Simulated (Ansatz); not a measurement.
ZrO$_{2}$ (baddeleyite type, space group P2_1/c)

```xyz
12
Lattice="5.1899 0.0000 0.0000 0.0000 5.2419 0.0000 -0.9047 0.0000 5.3018" Properties=species:S:1:pos:R:3 pbc="T T T"
Zr     1.2412     0.2295     1.1135
Zr     3.4964     2.8505     1.5374
Zr     3.0440     5.0123     4.1883
Zr     0.7888     2.3914     3.7644
O      0.0205     1.7104     1.8559
O      4.7170     4.3314     0.7950
O      4.2647     3.5315     3.4460
O     -0.4318     0.9105     4.5068
O      1.9104     3.9667     2.5211
O      2.8271     1.3458     0.1298
O      2.3748     1.2751     2.7807
O      1.4581     3.8961     5.1720
```

A phonon eigenvector at Γ is frozen into this cell: atom i moves by Q times the vector below, so Q is the largest atomic displacement, in Å. The cell is held.

```tsv
atom	x	y	z
Zr1	-0.714	0.192	0.674
Zr2	0.714	0.192	-0.674
Zr3	-0.714	0.192	0.674
Zr4	0.714	0.192	-0.674
O5	-0.312	-0.332	-0.057
O6	0.312	-0.332	0.057
O7	-0.312	-0.332	-0.057
O8	0.312	-0.332	0.057
O9	-0.338	-0.761	-0.144
O10	0.338	-0.761	0.144
O11	-0.338	-0.761	-0.144
O12	0.338	-0.761	0.144
```

Method: PBE (plane waves to 420 eV, PAW, scalar-relativistic; Ansatz, a program for electronic structure). k mesh 5×5×5 (Γ-centred), Fermi-Dirac smearing 0.05 eV. E stands for the smeared free energy. Stress and pressure are positive under compression. ZrO2 is run without spin polarisation. ZrO2 was relaxed with its symmetry unable to fall. ΔE is measured from the undisplaced structure.

Problem. Predict the ΔE (meV/cell) and P (GPa) at Q (Å) = -0.280, -0.233, -0.140, -0.047, 0.233.

Solution. 
```tsv
Q (Å)	ΔE (meV/cell)	P (GPa)
-0.280	3512	14.2
-0.233	2366	9.7
-0.140	819	3.4
-0.047	89	0.4
0.233	2366	9.7
```

(A displaced cell: forces are minus the slopes of the energy, force constants its curvatures, and phonons follow from these.)
